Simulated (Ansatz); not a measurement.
`[SiH3][GaH][Cl]` + `N=C(N)O` → `N=C(N)O[SiH3]` + `[Cl][GaH2]`  (cleavage of the Si–Ga bond)

Program: Ansatz. Geometries: PBE0-D4/def2-TZVP. ΔE: electronic, gas phase. CCSD(T)/CBS is the MP2 limit (def2-TZVPP, def2-QZVPP) plus CCSD(T) − MP2 in def2-TZVPP, frozen cores. Functionals use def2-TZVPP. B3LYP here is the variant with VWN-RPA as its local correlation; programs differ in this. HSE06 is defined as in plane-wave codes. For Ga outer-core shells are correlated without core-valence functions, which leaves a few kJ/mol of doubt a bond. Scalar relativity is left out up to krypton. Each species was taken in one conformer, which may not be the lowest.

Q: Is it downhill or uphill in electronic energy at CCSD(T)/CBS, and by how much? (Best estimate.)

A: The calculation gave: Downhill: ΔE = -0.60 eV.

Q: What do these levels give: BLYP-D4, B97M-V, BHLYP-D4, ωB97X-V, B2PLYP, PBE0, B3LYP, HSE06, CCSD/def2-TZVPP, HF/def2-QZVPP, MP2/def2-QZVPP, HF/CBS(def2)? (An estimate is asked.)

A: The calculation gave: BLYP-D4 -0.55, B97M-V -0.63, BHLYP-D4 -0.67, ωB97X-V -0.61, B2PLYP -0.63, PBE0 -0.43, B3LYP -0.57, HSE06 -0.43, CCSD/def2-TZVPP -0.63, HF/def2-QZVPP -0.81, MP2/def2-QZVPP -0.68, HF/CBS(def2) -0.81 eV.

Largest T1 diagnostic among the species: 0.013.

In def2-TZVPP, CCSD(T) changes the Hartree–Fock value by +0.17 eV (the triples alone add +0.01 eV) and MP2 by +0.11 eV. From BLYP to BHLYP (50 % exact exchange), in def2-TZVPP and without D4, ΔE moves by −0.16 eV. Leaving LDA and LC-ωPBE aside and taking each functional with its dispersion term where it has one, the values, not all of them listed here, spread over 0.28 eV, from CAM-B3LYP-D4 to PBE-D4. LDA lies −0.08 eV from PBE without D4.
